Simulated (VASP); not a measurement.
CoPdO2, 4 atoms in the cell. The structure is trigonal, space group R-3m (No. 166). The conventional cell has a = 2.845 Å, b = 2.845 Å, c = 17.880 Å, α = 90.00°, β = 90.00°, γ = 120.00°. Around Co (site symmetry -3m) lie 6 O at 1.91 Å. Around Pd (site symmetry -3m) lie 2 O at 2.01 Å. O (site symmetry 3m) is surrounded by 3 Co at 1.91 Å and 1 Pd at 2.01 Å. 

```yaml
Program: VASP 6.6.1
Task: single point
Functional: PBE
Potentials_or_basis: VASP PAW PBE potentials, release 64 (Co, Pd, O)
Cutoff: 520 eV
k_mesh: 8 × 8 × 8
Occupations: gaussian, width 0.05 eV
Spin: collinear spin, typed start
Starting_moments: "[3.0, 2.0, 0.0, 0.0] μB"
Dipole_correction: no
Further_INCAR_settings: ALGO = Normal; EDIFF = 1e-06; NBANDS = 28
```

Potentials or basis: VASP PAW PBE potentials, release 64 (Co, Pd, O).

Command:

```bash
$ cat potpaw_PBE.64/Co/POTCAR potpaw_PBE.64/Pd/POTCAR potpaw_PBE.64/O/POTCAR > POTCAR
$ mpirun -np 1 vasp_std > vasp.out
```

Hardware: 1 thread of Intel(R) Xeon(R) 6975P-C (Granite Rapids), on a shared host.

Estimate the wall time of this run.

It took 7.6 min on 1 thread of Intel(R) Xeon(R) 6975P-C (Granite Rapids), with other jobs on the host, peak memory 0.47 GiB. Counts: scf iterations 19, k points 65.
